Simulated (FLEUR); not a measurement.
**Au: equation of state with PBEsol**

**Measured values to compare with.**

From “Exploring toroidal anvil profiles for larger sample volumes above 4 Mbar”, 2024, pmc:11102561, for a bulk crystal of Au: bulk modulus 167 GPa.

Au:

```xyz
1
Lattice="0.0000 2.0350 2.0350 2.0350 0.0000 2.0350 2.0350 2.0350 0.0000" Properties=species:S:1:pos:R:3 pbc="T T T"
Au    0.0000    0.0000    0.0000
```

```json
{
  "Program": "FLEUR MaX-R8.1 (later development tree)",
  "Task": "equation of state",
  "Functional": "PBEsol",
  "Potentials or basis": "all-electron",
  "Basis": "FLAPW",
  "Kmax": "4.1 1/bohr",
  "k mesh": "11 × 11 × 11",
  "Occupations": "fermi-dirac, width 0.05 eV",
  "Spin": "no spin polarisation"
}
```

```json
{
  "Equilibrium volume": "17.02 Å³/atom",
  "Bulk modulus": "176 GPa",
  "Pressure derivative of the bulk modulus": "5.6 (rough: it moves with the points fitted)"
}
```

Energy against volume, from the lowest point:
```csv
volume (Å³/atom),energy (meV/atom)
15.843,51.03
16.181,24.23
16.518,7.71
16.855,0.00
17.192,0.05
17.529,6.96
17.866,19.97
```

A measured bulk modulus of Au is 167 GPa (quoted in “Exploring toroidal anvil profiles for larger sample volumes above 4 Mbar”, 2024, pmc:11102561); the calculated 176 GPa misses it by +5.2 %. The fit is for a static lattice scaled at fixed shape and fixed fractional positions.

Spin-orbit coupling is left out, which matters for the levels of Au.
